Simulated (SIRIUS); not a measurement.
## Ni in SIRIUS: the effect of dispersion

Ni:

```
Ni
1.0
     0.00000    1.73757    1.73757
     1.73757    0.00000    1.73757
     1.73757    1.73757    0.00000
Ni
1
Direct
  0.00000 0.00000 0.00000
```

Alike in all runs:

```yaml
Program: SIRIUS 7.12.0
Task: equation of state
Functional: PBE
Potentials_or_basis: all-electron FP-LAPW
Cutoff: 210 eV
Basis: apw+lo standard
k_mesh: 13 × 13 × 13
Occupations: fermi-dirac, width 0.05 eV
Spin: collinear spin, ferromagnetic start
Starting_moments: "[1.0] μB"
```

```csv
dispersion,V0 of scaled cells (Å³/atom),B0 (GPa)
none,?,?
D3,10.49,217
D3(BJ),10.50,220
D4,10.54,219
```

Question: What does the run with dispersion none give?

Answer: V0 of scaled cells 10.87 Å³/atom; B0 192 GPa.
